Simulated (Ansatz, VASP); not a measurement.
## FePt (Tetraferroplatinum) in VASP and in Ansatz

File INCAR:

```
SYSTEM = FePt
AGGAC    = 1.0          
AGGAX    = 1.0          
ALDAC    = 0.0          
ALDAX    = 1.0          
ALGO     = Normal         ! electronic algorithm
EDIFF    = 1E-6           ! SCF threshold, eV
ENCUT    = 520            ! plane-wave cutoff, eV
GGA      = B5             ! functional
ISIF     = 2              ! what is computed and relaxed
ISMEAR   = -1             ! smearing method
ISPIN    = 2              ! spin polarisation
LASPH    = .True.         ! aspherical terms in the spheres
LCHARG   = .False.        ! write CHGCAR
LMAXMIX  = 4              ! l up to which the mixer works
LORBIT   = 11             ! projections on sites
LREAL    = .False.        ! projectors in reciprocal space
LWAVE    = .False.        ! write WAVECAR
MAGMOM   = 0 3            ! initial moments
NBANDS   = 20             ! bands
NELM     = 150            ! most SCF steps
PREC     = Accurate       ! precision mode
SIGMA    = 0.05           ! smearing width, eV
```

KPOINTS

```
k-points
0
Gamma
  10 10 7
  0 0 0
```

Contents of POSCAR:

```
FePt
1.0
    2.7235000000      0.0000000000      0.0000000000
    0.0000000000      2.7235000000      0.0000000000
    0.0000000000      0.0000000000      3.7200000000
Pt Fe
1 1
Direct
    0.5000000000      0.5000000000      0.5000000000
    0.0000000000      0.0000000000      0.0000000000
```

input.yaml

```yaml
crystal:
  lattice:
    - [2.7235, 0.0, 0.0]
    - [0.0, 2.7235, 0.0]
    - [0.0, 0.0, 3.72]
  atoms:
    - { symbol: Pt, position: [0.5, 0.5, 0.5] }
    - { symbol: Fe, position: [0.0, 0.0, 0.0], spin: 3.0 }
kpoints:
  mp_grid: { grid: [10, 10, 7] }
  band_path:
    path:
      - [0.0, 0.0, 0.0]
      - [0.0, 0.5, 0.0]
      - [0.5, 0.5, 0.0]
      - [0.0, 0.0, 0.0]
      - [0.0, 0.0, 0.5]
      - [0.0, 0.5, 0.5]
      - [0.5, 0.5, 0.5]
      - [0.0, 0.0, 0.5]
    npoints: 10
scf:
  occupations: { method: fermi_dirac, width: 0.05 }
hamiltonian:
  xc: blyp
  pseudopotentials: { kind: all_electron, lapw: { basis_error: 0.001 } }
magnetization:
  spin_polarized: true
output:
  forces: true
  stress: true
  eigenvalues: true
```

Alike in both runs: functional BLYP; k mesh 10 × 10 × 7; occupations fermi-dirac, width 0.05 eV; collinear spin.

|  | VASP | Ansatz |
| --- | --- | --- |
| version | VASP 6.6.1 | Ansatz 0.2.0 |
| potentials or method | VASP PAW PBE potentials, release 64 (Pt, Fe) | all-electron LAPW, scalar-relativistic |
| plane-wave cutoff (eV) | 520 | see its input |
| task | single point | band structure |

Ansatz gave:

```
gap on the k mesh at the Fermi level (eV)                     : none
pressure (GPa)                                                : 14.1
largest component of the traceless stress (GPa)               : 0.08
net moment per atom (μB)                                      : 1.61
size of the moment on the site where the two differ most (μB) : 2.90
```

Question: Which values does VASP return?

Answer: gap on the k mesh at the Fermi level (eV): none; pressure (GPa): 14.9; largest component of the traceless stress (GPa): 0.04; net moment per atom (μB): 1.61; size of the moment on the site where the two differ most (μB): 2.85.

Site moments also hang on the region over which each program counts them. A gap of «none» marks a metal or a gap that the smearing closes. Ansatz ran all-electron here, so the differences hold the error of VASP's frozen core and of both bases.

Caveats: the PAW data sets were made with another functional, which shifts forces and pressure a little (VASP); spin-orbit coupling is left out, which moves the levels of the heavy elements (Ansatz). The runs have no spin-orbit coupling, so splittings on Pt are missing.
